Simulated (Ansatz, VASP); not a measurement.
# GaN in VASP and in Ansatz

INCAR

```
ALGO = Normal
EDIFF = 1E-6
ENCUT = 520
GGA = PS
ISIF = 2
ISMEAR = 0
LASPH = T
LCHARG = F
LREAL = F
LWAVE = F
NBANDS = 16
NELM = 80
PREC = Accurate
SIGMA = 0.05
```

File KPOINTS:

```
k-points
0
Gamma
  10 10 10
```

File POSCAR:

```
GaN
1.0
   -0.0845062728      2.2535006075      2.2535006075
    2.2535006075     -0.0845062728      2.2535006075
    2.1689943347      2.1689943347      0.0000000000
Ga N
1 1
Direct
    0.0000000000      0.0000000000      0.0000000000
    0.7500000000      0.7500000000      0.7500000000
```

Input for Ansatz:

```yaml
crystal:
  lattice:
    - [-0.0845062728, 2.2535006075, 2.2535006075]
    - [2.2535006075, -0.0845062728, 2.2535006075]
    - [2.1689943347, 2.1689943347, 0.0]
  atoms:
    - { symbol: Ga, position: [0.0, 0.0, 0.0] }
    - { symbol: "N", position: [0.75, 0.75, 0.75] }
basis:
  ecutwfc: 420
kpoints:
  mp_grid: { grid: [10, 10, 10] }
hamiltonian:
  xc: pbesol
scf:
  occupations: { method: gaussian, width: 0.05 }
output:
  forces: true
  stress: true
  eigenvalues: true
```

Change from the starting cell: strain -0.0750 x Voigt [0, 0, 0, 0, 0, 1], atoms carried along.

Alike in both runs: task single point; functional PBEsol; k mesh 10 × 10 × 10; occupations gaussian, width 0.05 eV; no spin polarisation.

|  | VASP | Ansatz |
| --- | --- | --- |
| version | VASP 6.6.1 | Ansatz 0.2.0 |
| potentials or method | VASP PAW PBE potentials, release 64 (Ga_d, N) | scalar-relativistic, plane waves, PAW |
| plane-wave cutoff (eV) | 520 | 420 |
| valence electrons in the cell | 18 | 18 |

Ansatz gave:

| Quantity | Value |
| --- | --- |
| gap on the k mesh at the Fermi level (eV) | 1.41 |
| least direct gap on the mesh (eV) | 1.41 |
| pressure (GPa) | 0.3 |
| largest component of the traceless stress (GPa) | 14.24 |
| rms of the force components (eV/Å) | 0.359 |

**Question.** Which values does VASP return?

**Answer.** gap on the k mesh at the Fermi level (eV): 1.43; least direct gap on the mesh (eV): 1.43; pressure (GPa): 0.1; largest component of the traceless stress (GPa): 14.22; rms of the force components (eV/Å): 0.349.

Atom by atom the forces differ by 0.009 eV/Å (rms over components). The functional is the same, so the differences come from potentials, cutoffs and numerics.

Caveats: the PAW data sets were made with another functional, which shifts forces and pressure a little (VASP).
